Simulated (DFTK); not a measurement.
Write the native input for DFTK 0.8.2 that does the following.

| Item | Value |
| --- | --- |
| Task | single point |
| Functional | PBE |
| Potentials or basis | dojo.nc.sr.pbe.v0_4_1.standard.upf (PBE) |
| Cutoff | 1061 eV |
| k mesh | 8 × 8 × 8 |
| Occupations | fermi-dirac, width 0.05 eV |
| Spin | no spin polarisation |
| Valence electrons | Ge 14 |
| SCF tolerance on the density | 1e-06 |

The system is Ge.

```xyz
2
Lattice="4.0904 0.0000 0.0000 -2.0452 3.5424 0.0000 0.0000 0.0000 3.3266" Properties=species:S:1:pos:R:3 pbc="T T T"
Ge    2.0452    1.1808    0.4686
Ge    0.0000    2.3616    2.8580
```

The cell was built by a generator and needn't be a form met in nature.

One way to write it, as run:

run.jl

```julia
using DFTK
using PseudoPotentialData
using Unitful, UnitfulAtomic
using LinearAlgebra, Printf
include("save.jl")
disable_threading()

# lattice vectors are the columns
lattice = austrip(1u"Å") * [       4.09041        -2.0452            0.0;
                      0.0         3.5424            0.0;
                      0.0            0.0        3.32658]
symbols   = [:Ge, :Ge]
positions = [[0.66667, 0.33333, 0.14086],
             [0.33333, 0.66667, 0.85914]]
pseudopotentials = PseudoFamily("dojo.nc.sr.pbe.v0_4_1.standard.upf")
elements = Dict(s => ElementPsp(s, pseudopotentials) for s in unique(symbols))
atoms    = [elements[s] for s in symbols]

build_model(lattice, positions; symmetries=true) =
    model_DFT(lattice, atoms, positions;
              functionals=PBE(),
              temperature=austrip(0.05u"eV"),
              smearing=Smearing.FermiDirac(),
              symmetries)
Ecut  = 39.0  # hartree
kgrid = [8, 8, 8]
tol   = 1e-6
to_GPa = ustrip(uconvert(u"GPa", 1u"hartree/bohr^3"))

model = build_model(lattice, positions)
basis = PlaneWaveBasis(model; Ecut, kgrid)
display(basis)
scfres = self_consistent_field(basis;
                               tol,
                               nbandsalg=AdaptiveBands(model; n_bands_converge=19))
display(scfres.energies)
@printf "Fermi level: %.6f eV\n" ustrip(auconvert(u"eV", something(scfres.εF, NaN)))
forces = compute_forces_cart(scfres)
println("Forces (eV/Å)")
for (s, f) in zip(symbols, forces)
    @printf "%-3s %12.6f %12.6f %12.6f\n" s ustrip.(auconvert.(u"eV/Å", f))...
end
stress = compute_stresses_cart(scfres)
println("Stress (GPa)")
display(round.(stress * to_GPa; digits=4))
println("Levels at the first k-point (eV): ", round.(ustrip.(auconvert.(u"eV", scfres.eigenvalues[1][1:scfres.n_bands_converge])); digits=4))
save_scf!(scfres; forces, stress)
```

Potentials or basis: dojo.nc.sr.pbe.v0_4_1.standard.upf (PBE).

The run is started by

```sh
$ julia --threads=1 run.jl  # save.jl only writes the numbers to a file and isn't shown; printed stress counts tension as positive; times include loading and compiling
```

Results of the run:

```json
{
  "Pressure": "-1.5 GPa",
  "Largest force": "0.012 eV/Å",
  "Band gap on the k mesh": "none (metal or under the smearing width)"
}
```

It took 5.8 min on 1 thread of AMD EPYC 9R45 96-Core Processor (Zen 5), on a shared host, peak memory 3.2 GiB.
